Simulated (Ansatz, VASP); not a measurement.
## Cs in VASP and in Ansatz

```xyz
1
Lattice="-2.8631 2.8631 2.8631 2.8631 -2.8631 2.8631 2.8631 2.8631 -2.8631" Properties=species:S:1:pos:R:3 pbc="T T T"
Cs    0.0000    0.0000    0.0000
```

Change from the starting cell: volume scaled by 0.85, PAW files.

Alike in both runs: task single point; functional PBEsol; k mesh 9 × 9 × 9; occupations fermi-dirac, width 0.05 eV; no spin polarisation.

```csv
,VASP,Ansatz
version,VASP 6.6.1,Ansatz 0.2.0
potentials or method,"VASP PAW PBE potentials, release 64 (Cs_sv)","PAW with Ansatz's default frozen-core files, scalar-relativistic"
plane-wave cutoff (eV),520,420
valence electrons in the cell,9,9
```

|  | VASP | Ansatz | Ansatz less VASP |
| --- | --- | --- | --- |
| pressure (GPa) | 0.4 | 0.4 | +0.01 |

Caveats: the PAW data sets were made with another functional, which shifts forces and pressure a little (VASP). The runs have no spin-orbit coupling, so splittings on Cs are missing.
